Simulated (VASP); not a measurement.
Set up this calculation in VASP 6.6.1, as the native input.

```yaml
Task: band structure
Functional: PBEsol
Potentials_or_basis: VASP PAW PBE potentials, release 64 (Al, P)
Cutoff: 520 eV
k_mesh: 6 × 6 × 6
Occupations: gaussian, width 0.03 eV
Spin: no spin polarisation
Grid_for_exact_exchange_PRECFOCK: Fast
Further_INCAR_settings: ALGO = Normal; EDIFF = 1e-06; NBANDS = 11
```

The structure of AlP lies in POSCAR:

```
AlP                                     
1.0
    0.0000000000      2.7357031040      2.7357031040
    2.7357031040      0.0000000000      2.7357031040
    2.7357031040      2.7357031040      0.0000000000
  Al              P             
     1     1
Direct
     0.0000000000000000    0.0000000000000000    0.0000000000000000
     0.2500000000000000    0.2500000000000000    0.2500000000000000
```

These files were run (other wordings do the same):

INCAR

```
PREC = Accurate ; ENCUT = 520
EDIFF = 1E-6 ; ISMEAR = 0
SIGMA = 0.03 ; LREAL = F
LASPH = T ; NELM = 80
ALGO = Normal ; ISIF = 2
LWAVE = F ; LCHARG = F
GGA = PS ; NBANDS = 11
KPAR = 2
```

KPOINTS

```
regular mesh
0
Gamma
  6 6 6
```

KPOINTS_OPT

```
explicit points
9
Reciprocal
 0.0000000000  0.0000000000  0.0000000000 1
 0.3750000000  0.3750000000  0.7500000000 1
 0.5000000000  0.5000000000  0.5000000000 1
 0.6250000000  0.2500000000  0.6250000000 1
 0.5000000000  0.2500000000  0.7500000000 1
 0.5000000000  0.0000000000  0.5000000000 1
 0.4000000000  0.0000000000  0.4000000000 1
 0.4250000000  0.0000000000  0.4250000000 1
 0.4500000000  0.0000000000  0.4500000000 1
```

Potentials or basis: VASP PAW PBE potentials, release 64 (Al, P).

Command:

```sh
$ cat potpaw_PBE.64/Al/POTCAR potpaw_PBE.64/P/POTCAR > POTCAR
$ mpirun -np 2 vasp_std > vasp.out
```

Results of the run:

```yaml
Pressure: 0.0 GPa
Band_gap_on_the_k_mesh: 1.45 eV, indirect (least direct gap 3.15 eV)
Band_gap_along_the_path: 1.45 eV, indirect (least direct gap 3.15 eV)
```

Caveat: the PAW data sets were made with another functional, which shifts forces and pressure a little.

It took 5.6 s on 2 MPI ranks on Intel(R) Xeon(R) Platinum 8488C (Sapphire Rapids), with other jobs on the host, peak memory 0.15 GiB a rank.
